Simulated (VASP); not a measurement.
Write the native input for VASP 6.6.1 that does the following.

```yaml
Task: band structure
Functional: BLYP
Dispersion: D4
Potentials_or_basis: VASP PAW PBE potentials, release 64 (Ta, N)
Cutoff: 500 eV
k_mesh: 6 × 6 × 9
Occupations: gaussian, width 0.01 eV
Spin: no spin polarisation
Further_INCAR_settings: ALGO = Normal; EDIFF = 1e-06
```

The structure of TaN lies in POSCAR:

```
TaN
5.1291
    0.999967245716      0.004941802655     -0.006693766938
   -0.495703924665      0.878368914624      0.006100680431
   -0.003750170595      0.001781404145      0.572715096216
Ta N
3 3
Direct
    0.0000000000      0.0000000000      0.0000000000
    0.6666666667      0.3333333333      0.5000000000
    0.3333333333      0.6666666667      0.5000000000
    0.0000000000      0.3928500000      0.0000000000
    0.6071500000      0.6071500000      0.0000000000
    0.3928500000      0.0000000000      0.0000000000
```

The cell isn't the ideal one: cell strained at random at fixed volume.

One way to write it, as run:

INCAR

```
SYSTEM = TaN
AGGAC = 1.0
AGGAX = 1.0
ALDAC = 0.0
ALDAX = 1.0
ALGO = Normal
EDIFF = 1E-6
ENCUT = 500
GGA = B5
ISIF = 2
ISMEAR = 0
IVDW = 13
LASPH = .True.
LCHARG = .False.
LMAXMIX = 4
LREAL = .False.
LWAVE = .False.
NELM = 60
PREC = Accurate
SIGMA = 0.01
VDW_A1 = 0.44488865
VDW_A2 = 4.0933009
VDW_S6 = 1.0
VDW_S8 = 2.34076671
```

KPOINTS

```
k-points
0
Gamma
  6 6 9
  0 0 0
```

KPOINTS_OPT

```
path XGY,LGZ,NGM,RG
10
line-mode
reciprocal
 0.0000000000 -0.5000000000  0.0000000000  X
 0.0000000000  0.0000000000  0.0000000000  G

 0.0000000000  0.0000000000  0.0000000000  G
 0.0000000000  0.0000000000 -0.5000000000  Y

 0.0000000000 -0.5000000000 -0.5000000000  L
 0.0000000000  0.0000000000  0.0000000000  G

 0.0000000000  0.0000000000  0.0000000000  G
 0.5000000000  0.0000000000  0.0000000000  Z

 0.5000000000 -0.5000000000  0.0000000000  N
 0.0000000000  0.0000000000  0.0000000000  G

 0.0000000000  0.0000000000  0.0000000000  G
 0.5000000000  0.0000000000 -0.5000000000  M

 0.5000000000 -0.5000000000 -0.5000000000  R
 0.0000000000  0.0000000000  0.0000000000  G
```

Potentials or basis: VASP PAW PBE potentials, release 64 (Ta, N).

Launch:

```console
$ cat potpaw_PBE.64/Ta/POTCAR potpaw_PBE.64/N/POTCAR > POTCAR
$ mpirun -np 1 vasp_std > vasp.out
```

It gave:

```
Pressure                   : 8.0 GPa
Largest force              : 0.316 eV/Å
Band gap along the path    : none (metal or under the smearing width)
Dispersion energy per atom : -0.565 eV
```

Caveat: the PAW data sets were made with another functional, which shifts forces and pressure a little; spin-orbit coupling is left out, which moves the levels of the heavy elements; pairwise dispersion overbinds metals, which lowers pressure and volume.

Run time: 3.4 min on 1 thread of AMD EPYC 9R45 96-Core Processor (Zen 5) (shared host), peak memory 0.37 GiB.
